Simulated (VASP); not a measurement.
# C (Fd-3m) in VASP: a series of runs

The runs below take C through relaxation of cell and atoms, with PBE.

Program: VASP 6.6.1. These are calculated values, not measurements. Logs are shortened: lines on timing, memory, paths and dates and some standing lists are left out, and cuts for length are marked.

## Step 1: The structure

Symmetry: Fd-3m, No. 227, cubic system. The conventional cell has a = 3.567 Å, b = 3.567 Å, c = 3.567 Å, α = 90.00°, β = 90.00°, γ = 90.00°. C (site symmetry -43m) is surrounded by 4 C at 1.54 Å.

This isn't the form of C at room conditions, which is graphite.

## Step 2: Relaxation of cell and atoms, PBE

File INCAR:

```
ALGO = Normal ; EDIFF = 1E-6
EDIFFG = -0.01 ; ENCUT = 600
GGA = PE ; IBRION = 2
ISIF = 3 ; ISMEAR = 0
KPAR = 2 ; LASPH = T
LCHARG = F ; LREAL = F
LWAVE = F ; NELM = 80
NSW = 90 ; PREC = Accurate
SIGMA = 0.03
```

File KPOINTS:

```
k-points
0
Gamma
  14 14 14
```

File POSCAR:

```
C
1.0
    0.0000000000      1.7833700000      1.7833700000
    1.7833700000      0.0000000000      1.7833700000
    1.7833700000      1.7833700000      0.0000000000
C
2
Direct
    0.0000000000      0.0000000000      0.0000000000
    0.2500000000      0.2500000000      0.2500000000
```

Potentials or basis: VASP PAW PBE potentials, release 64 (C).

On the command line:

```
> cat potpaw_PBE.64/C/POTCAR > POTCAR
> mpirun -np 2 vasp_std > vasp.out
```

OUTCAR:

```text
EDIFF = 1E-6
   EDIFFG = -0.01
   ENCUT = 600
   GGA = PE
   IBRION = 2
   ISIF = 3
   ISMEAR = 0
   LASPH = T
   LREAL = F
   NELM = 80
   NSW = 90
   PREC = Accurate

 ion  position               nearest neighbor table
   1  0.000  0.000  0.000-   2 1.54   2 1.54   2 1.54   2 1.54
   2  0.250  0.250  0.250-   1 1.54   1 1.54   1 1.54   1 1.54

  LATTYP: Found a face centered cubic cell.
 ALAT       =     3.5667400000

  Lattice vectors:

 A1 = (   0.0000000000,   1.7833700000,   1.7833700000)
 A2 = (   1.7833700000,   0.0000000000,   1.7833700000)
 A3 = (   1.7833700000,   1.7833700000,   0.0000000000)

Analysis of symmetry for initial positions (statically):
=====================================================================
 Subroutine PRICEL returns:
 Original cell was already a primitive cell.

 Routine SETGRP: Setting up the symmetry group for a
 face centered cubic supercell.

 Subroutine GETGRP returns: Found 48 space group operations
 (whereof 24 operations were pure point group operations)
 out of a pool of 48 trial point group operations.

The static configuration has the point symmetry T_d .
 The point group associated with its full space group is O_h .

Analysis of symmetry for dynamics (positions and initial velocities):
=====================================================================
 Subroutine PRICEL returns:
 Original cell was already a primitive cell.

 Routine SETGRP: Setting up the symmetry group for a
 face centered cubic supercell.

 Subroutine GETGRP returns: Found 48 space group operations
 (whereof 24 operations were pure point group operations)
 out of a pool of 48 trial point group operations.

The dynamic configuration has the point symmetry T_d .
 The point group associated with its full space group is O_h .

 Subroutine INISYM returns: Found 48 space group operations
 (whereof 24 operations are pure point group operations),
 and found     1 'primitive' translations

----------------------------------------------------------------------------------------

                                     Primitive cell

  volume of cell :      11.3437

  direct lattice vectors                    reciprocal lattice vectors
     0.000000000  1.783370000  1.783370000    -0.280368067  0.280368067  0.280368067
     1.783370000  0.000000000  1.783370000     0.280368067 -0.280368067  0.280368067
     1.783370000  1.783370000  0.000000000     0.280368067  0.280368067 -0.280368067

[... 100 lines left out ...]
   IALGO  =     38    algorithm
   IMIX   =      4    mixing-type and parameters
     AMIX     =   0.40;   BMIX     =  1.00
     AMIX_MAG =   1.60;   BMIX_MAG =  1.00
  volume/ion in A,a.u.               =       5.67        38.28
  Fermi-wavevector in a.u.,A,eV,Ry     =   1.457203  2.753714 28.891161  2.123440
  Thomas-Fermi vector in A             =   2.574032
   LORBIT       =      0    0 simple, 1 ext, 2 COOP (PROOUT), +10 PAW based schemes
   GGA     = PE    functional components
   LHFCALC =     F    Hartree Fock is set to
   AEXX    =    0.0000 exact exchange contribution
   IVDW    =     0    specifies the selected vdW correction
   LEPSILON=     F    determine dielectric tensor
   LRPA    =     F    only Hartree local field effects (RPA)
 conjugate gradient relaxation of ions
 non-spin polarized calculation
 Gauss-broadening in eV      SIGMA  =   0.03
  energy-cutoff  :      600.00
  volume of cell :       11.34
 maximum number of plane-waves:       388
   NGX =  9   NGY =  9   NGZ =  9

--------------------------------------- Ionic step        1  -------------------------------------------

 number of electron       7.9999999 magnetization

 Free energy of the ion-electron system (eV)
  ---------------------------------------------------
  ext. energy  EPLUGINS =         0.00000000
  ---------------------------------------------------
  free energy    TOTEN  =       -18.19007187 eV

  energy without entropy =      -18.19007187  energy(sigma->0) =      -18.19007187

------------------------ aborting loop because EDIFF is reached ----------------------------------------

  FORCE on cell =-STRESS in cart. coord.  units (eV):
  Direction    XX          YY          ZZ          XY          YZ          ZX
  --------------------------------------------------------------------------------------
  -------------------------------------------------------------------------------------
  Total        0.1259654      0.1259654      0.1259654     -0.0000000     -0.0000000     -0.0000000
  in kB       17.7912938     17.7912938     17.7912938     -0.0000000     -0.0000000     -0.0000000
  external PRESSURE =      17.7912938 kB  Pullay stress =       0.0000000 kB
[... 59 lines left out ...]
--------------------------------------- Ionic step        3  -------------------------------------------

 number of electron       7.9999999 magnetization

 Free energy of the ion-electron system (eV)
  ---------------------------------------------------
  ext. energy  EPLUGINS =         0.00000000
  ---------------------------------------------------
  free energy    TOTEN  =       -18.19032670 eV

  energy without entropy =      -18.19032670  energy(sigma->0) =      -18.19032670

 E-fermi :   9.8568     XC(G=0): -13.2301

 val. band max:        9.6693583720   @ k =   0.0000   0.0000   0.0000
 cond. band min:      13.7900980202   @ k =   0.3571   0.3571   0.0000
 fundamental gap:      4.1207396482
 Fermi energy:         9.8568151049

 k-point     1 :       0.0000    0.0000    0.0000
  band No.  band energies     occupation
      1     -11.7521      2.00000
      2       9.6694      2.00000
      3       9.6694      2.00000
      4       9.6694      2.00000
      5      15.2483      0.00000
      6      15.2483      0.00000
      7      15.2483      0.00000
      8      22.9070      0.00000
[... 243 lines left out ...]
 k-point    24 :       0.2857    0.1429    0.0000
  band No.  band energies     occupation
      1      -9.7069      2.00000
      2       3.6671      2.00000
      3       6.3656      2.00000
      4       7.0801      2.00000
      5      15.5710      0.00000
      6      19.6029      0.00000
      7      19.7107      0.00000
      8      22.0176      0.00000

 [... further k-points ...]

------------------------ aborting loop because EDIFF is reached ----------------------------------------

  FORCE on cell =-STRESS in cart. coord.  units (eV):
  Direction    XX          YY          ZZ          XY          YZ          ZX
  --------------------------------------------------------------------------------------
  -------------------------------------------------------------------------------------
  Total       -0.0001041     -0.0001041     -0.0001041     -0.0000000      0.0000000     -0.0000000
  in kB       -0.0146369     -0.0146369     -0.0146369     -0.0000000      0.0000000     -0.0000000
  external PRESSURE =      -0.0146369 kB  Pullay stress =       0.0000000 kB
[... 17 lines left out ...]
  FREE ENERGIE OF THE ION-ELECTRON SYSTEM (eV)
  ---------------------------------------------------
  free  energy   TOTEN  =       -18.1903267005 eV

  energy  without entropy=      -18.1903267005  energy(sigma->0) =      -18.19032670

 reached required accuracy - stopping structural energy minimisation
```

OSZICAR:

```text
N       E                     dE             d eps       ncg     rms          rms(c)
DAV:   1     0.326288248815E+01    0.32629E+01   -0.56018E+03  1688   0.112E+03
DAV:   2    -0.186882922368E+02   -0.21951E+02   -0.21182E+02  2640   0.124E+02
[... 15 lines left out ...]
   2 F= -.18189939E+02 E0= -.18189939E+02  d E =0.132684E-03
       N       E                     dE             d eps       ncg     rms          rms(c)
DAV:   1    -0.181904390467E+02   -0.49921E-03   -0.77469E-03  2016   0.915E-01    0.797E-02
DAV:   2    -0.181903580306E+02    0.81016E-04   -0.65910E-05  1856   0.801E-02    0.414E-02
DAV:   3    -0.181903266529E+02    0.31378E-04   -0.66798E-05  1816   0.650E-02    0.645E-03
DAV:   4    -0.181903267005E+02   -0.47545E-07   -0.13017E-07  1304   0.507E-03
   3 F= -.18190327E+02 E0= -.18190327E+02  d E =-.254827E-03
```

CONTCAR:

```text
C
   1.00000000000000
    -0.0000000000000000    1.7858054497486755    1.7858054497486755
     1.7858054497486755   -0.0000000000000000    1.7858054497486755
     1.7858054497486755    1.7858054497486755   -0.0000000000000000
  C
     2
Direct
     0.0000000000000000    0.0000000000000000    0.0000000000000000
     0.2500000000000000    0.2500000000000000    0.2500000000000000

  0.00000000E+00  0.00000000E+00  0.00000000E+00
  0.00000000E+00  0.00000000E+00  0.00000000E+00
```

Run time: 5.6 s. Hardware: 2 MPI ranks of Intel Xeon Platinum 8488C (Sapphire Rapids), shared host; peak memory 0.11 GiB.

Results:

* Free energy: -18.1903 eV
* Relaxed volume: 5.70 Å³/atom
* Relaxed cell: a = 2.526 Å, b = 2.526 Å, c = 2.526 Å, α = 60.00°, β = 60.00°, γ = 60.00°
* Space group after relaxing (to 0.05 Å): Fd-3m (No. 227)
* Energy gained by relaxing: 0.1 meV/atom
* Ionic steps: 3
* Pressure after relaxing: 0.0 GPa
* Band gap on the k mesh: 4.12 eV, indirect (least direct gap 5.58 eV)

Step by step:
```
step  energy change (eV)  largest force (eV/Å)  pressure (GPa)  volume (Å³)
   1              0.0000                0.0000            1.78        11.34
   2              0.0001                0.0000           -2.16        11.45
   3             -0.0003                0.0000            0.00        11.39
```

Final structure:
```
C
1.0
     0.00000    1.78581    1.78581
     1.78581    0.00000    1.78581
     1.78581    1.78581    0.00000
C
2
Cartesian
  0.0000 0.0000 0.0000
  0.8929 0.8929 0.8929
```

(Continued in part 2 of 2.)
